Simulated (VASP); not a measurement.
# HCl (Fm-3m) in VASP: single point with PBEsol

Aim: the single point of HCl with PBEsol.

All numbers are computed with VASP 6.6.1; they aren't measurements. Logs are shortened: lines on timing, memory, paths and dates and some standing lists are left out, and cuts for length are marked.

### Step 1. The crystal as given

Symmetry: Fm-3m, No. 225, cubic system. Conventional cell: a = 5.440 Å, b = 5.440 Å, c = 5.440 Å, α = 90.00°, β = 90.00°, γ = 90.00°. Around H (site symmetry m-3m) lie 6 Cl at 2.72 Å. Around Cl (site symmetry m-3m) lie 6 H at 2.72 Å.

The real solid is made of molecules; this cell is a model form.

### Step 2. Single point, PBEsol

INCAR

```
ALGO = Normal
EDIFF = 1E-6
ENCUT = 520
GGA = PS
ISIF = 2
ISMEAR = -1
LASPH = T
LCHARG = T
LELF = T
LREAL = F
LVHAR = T
LWAVE = F
NBANDS = 11
NELM = 80
PREC = Accurate
SIGMA = 0.1
```

KPOINTS

```
k-points
0
Gamma
  11 11 11
```

POSCAR

```
HCl
1.0
    0.0000000000      2.7199770000      2.7199770000
    2.7199770000      0.0000000000      2.7199770000
    2.7199770000      2.7199770000      0.0000000000
H Cl
1 1
Direct
    0.0000000000      0.0000000000      0.0000000000
    0.5000000000      0.5000000000      0.5000000000
```

Potentials or basis: VASP PAW PBE potentials, release 64 (H, Cl).

Command:

```
$ cat potpaw_PBE.64/H/POTCAR potpaw_PBE.64/Cl/POTCAR > POTCAR
$ mpirun -np 1 vasp_std > vasp.out
```

OUTCAR:

```text
EDIFF = 1E-6
   ENCUT = 520
   GGA = PS
   ISIF = 2
   ISMEAR = -1
   LASPH = T
   LREAL = F
   NELM = 80
   PREC = Accurate

 ion  position               nearest neighbor table
   1  0.000  0.000  0.000-
   2  0.500  0.500  0.500-

  LATTYP: Found a face centered cubic cell.
 ALAT       =     5.4399540000

  Lattice vectors:

 A1 = (   0.0000000000,   2.7199770000,   2.7199770000)
 A2 = (   2.7199770000,   0.0000000000,   2.7199770000)
 A3 = (   2.7199770000,   2.7199770000,   0.0000000000)

Analysis of symmetry for initial positions (statically):
=====================================================================
 Subroutine PRICEL returns:
 Original cell was already a primitive cell.

 Routine SETGRP: Setting up the symmetry group for a
 face centered cubic supercell.

 Subroutine GETGRP returns: Found 48 space group operations
 (whereof 48 operations were pure point group operations)
 out of a pool of 48 trial point group operations.

The static configuration has the point symmetry O_h .

Analysis of symmetry for dynamics (positions and initial velocities):
=====================================================================
 Subroutine PRICEL returns:
 Original cell was already a primitive cell.

 Routine SETGRP: Setting up the symmetry group for a
 face centered cubic supercell.

 Subroutine GETGRP returns: Found 48 space group operations
 (whereof 48 operations were pure point group operations)
 out of a pool of 48 trial point group operations.

The dynamic configuration has the point symmetry O_h .

 Subroutine INISYM returns: Found 48 space group operations
 (whereof 48 operations are pure point group operations),
 and found     1 'primitive' translations

----------------------------------------------------------------------------------------

                                     Primitive cell

  volume of cell :      40.2463

  direct lattice vectors                    reciprocal lattice vectors
     0.000000000  2.719977000  2.719977000    -0.183825084  0.183825084  0.183825084
     2.719977000  0.000000000  2.719977000     0.183825084 -0.183825084  0.183825084
     2.719977000  2.719977000  0.000000000     0.183825084  0.183825084 -0.183825084

  length of vectors
     3.846628363  3.846628363  3.846628363     0.318394385  0.318394385  0.318394385

[... 79 lines left out ...]
   NELM   =     80;   NELMIN=  2; NELMDL= -5     # of ELM steps
   EDIFF  = 0.1E-05   stopping-criterion for ELM
   LREAL  =      F    real-space projection
   EDIFFG = 0.1E-04   stopping-criterion for IOM
   NSW    =      0    number of steps for IOM
   IBRION =     -1    ionic relax: 0-MD 1-quasi-New 2-CG
   NFREE  =      0    steps in history (QN), initial steepest desc. (CG)
   ISIF   =      2    stress and relaxation
   ISYM   =      2    0-nonsym 1-usesym 2-fastsym
   POTIM  = 0.5000    time-step for ionic-motion
   TEBEG  =    0.0;   TEEND  =   0.0 temperature during run
   PSTRESS=    0.0 pullay stress
   NELECT =       8.0000    total number of electrons
   NUPDOWN=      -1.0000    fix difference up-down
   EMIN   =  10.00;   EMAX   =-10.00  energy-range for DOS
   EFERMI =   0.00;   METHOD = LEGACY
   ISMEAR =    -1;   SIGMA  =   0.10  broadening in eV -4-tet -1-fermi 0-gaus
   EFERMI_NEDOS =   21; number of points for ismear=-14 and -15
   IALGO  =     38    algorithm
   IMIX   =      4    mixing-type and parameters
     AMIX     =   0.40;   BMIX     =  1.00
     AMIX_MAG =   1.60;   BMIX_MAG =  1.00
  volume/ion in A,a.u.               =      20.12       135.80
  Fermi-wavevector in a.u.,A,eV,Ry     =   0.955424  1.805490 12.419881  0.912836
  Thomas-Fermi vector in A             =   2.084261
   LORBIT       =      0    0 simple, 1 ext, 2 COOP (PROOUT), +10 PAW based schemes
   GGA     = PS    functional components
   LHFCALC =     F    Hartree Fock is set to
   AEXX    =    0.0000 exact exchange contribution
   IVDW    =     0    specifies the selected vdW correction
   LEPSILON=     F    determine dielectric tensor
   LRPA    =     F    only Hartree local field effects (RPA)
 non-spin polarized calculation
  energy-cutoff  :      520.00
  volume of cell :       40.25
 maximum number of plane-waves:      1096
 NGX is ok and might be reduce to    30
   NGX = 15   NGY = 15   NGZ = 15

 number of electron       8.0000001 magnetization

 Free energy of the ion-electron system (eV)
  ---------------------------------------------------
  ext. energy  EPLUGINS =         0.00000000
  ---------------------------------------------------
  free energy    TOTEN  =        -3.07293958 eV

  energy without entropy =       -3.05963433  energy(sigma->0) =       -3.06628695

 E-fermi :  -1.9267     XC(G=0):  -7.8884

 val. band max:       -2.1575941768   @ k =   0.4545   0.4545   0.0000
 cond. band min:      -1.8889950752   @ k =  -0.4545   0.4545   0.0000
 fundamental gap:      0.2685991017
 Fermi energy:        -1.9267406789

 k-point     1 :       0.0000    0.0000    0.0000
  band No.  band energies     occupation
      1     -15.2566      2.00000
      2      -2.2628      1.93293
      3      -2.1885      1.86403
      4      -2.1885      1.86403
      5      -2.1885      1.86403
      6       9.4121      0.00000
      7      10.4354      0.00000
      8      10.4354      0.00000
      9      10.4354      0.00000
     10      12.8376      0.00000
     11      12.8376      0.00000
[... 309 lines left out ...]
 k-point    24 :      -0.1818    0.1818    0.0000
  band No.  band energies     occupation
      1     -14.9993      2.00000
      2      -4.3763      2.00000
      3      -2.6596      1.99869
      4      -2.2642      1.93380
      5      -0.2997      0.00000
      6       7.4014      0.00000
      7       8.6906      0.00000
      8       9.9511      0.00000
      9      11.5696      0.00000
     10      12.1873      0.00000
     11      14.0416      0.00000

 [... further k-points ...]
[... 5 lines left out ...]
  --------------------------------------------------------------------------------------
  -------------------------------------------------------------------------------------
  Total       -2.6410666     -2.6410666     -2.6410666      0.0000000      0.0000000      0.0000000
  in kB     -105.1390989   -105.1390989   -105.1390989      0.0000000      0.0000000      0.0000000
  external PRESSURE =    -105.1390989 kB  Pullay stress =       0.0000000 kB

 VOLUME and BASIS-vectors are now :
 -----------------------------------------------------------------------------
  energy-cutoff  :      520.00
  volume of cell :       40.25
      direct lattice vectors                 reciprocal lattice vectors
     0.000000000  2.719977000  2.719977000    -0.183825084  0.183825084  0.183825084
     2.719977000  0.000000000  2.719977000     0.183825084 -0.183825084  0.183825084
     2.719977000  2.719977000  0.000000000     0.183825084  0.183825084 -0.183825084

 POSITION                                       TOTAL-FORCE (eV/Angst)
 -----------------------------------------------------------------------------------
      0.00000      0.00000      0.00000        -0.000000     -0.000000      0.000000
      2.71998      2.71998      2.71998         0.000000      0.000000      0.000000
 -----------------------------------------------------------------------------------
    total drift:                                0.000000     -0.000000      0.000000

  FREE ENERGIE OF THE ION-ELECTRON SYSTEM (eV)
  ---------------------------------------------------
  free  energy   TOTEN  =        -3.0729395771 eV

  energy  without entropy=       -3.0596343284  energy(sigma->0) =       -3.06628695
```

stdout:

```text
POSCAR found type information on POSCAR H Cl
 POSCAR found :  2 types and       2 ions
 scaLAPACK will be used
 -----------------------------------------------------------------------------
|                                                                             |
|                                                                             |
|     You enforced a specific xc type in the INCAR file but a different       |
|     I HOPE YOU KNOW WHAT YOU ARE DOING!                                     |
|                                                                             |
 -----------------------------------------------------------------------------

 LDA part: xc-table for (Slater+PW92), standard interpolation
 POSCAR, INCAR and KPOINTS ok, starting setup
 FFT: planning ... GRIDC
 FFT: planning ... GRID_SOFT
 FFT: planning ... GRID
 WAVECAR not read
 entering main loop
```

It took 11 s on 1 thread of Intel Xeon 6975P-C (Granite Rapids), shared host; peak memory 0.17 GiB.

What came out:

- Free energy: -3.0729 eV
- Pressure: -10.5 GPa
- Band gap on the k mesh: none (metal or under the smearing width)

Levels at points of the mesh, in eV from the Fermi level:
```csv
k point,band 1,band 2,band 3,band 4,band 5,band 6,band 7,band 8
"(0.00, 0.00, 0.00)",-13.33,-0.34,-0.26,-0.26,-0.26,11.34,12.36,12.36
```

Caveat: the PAW data sets were made with another functional, which shifts forces and pressure a little.
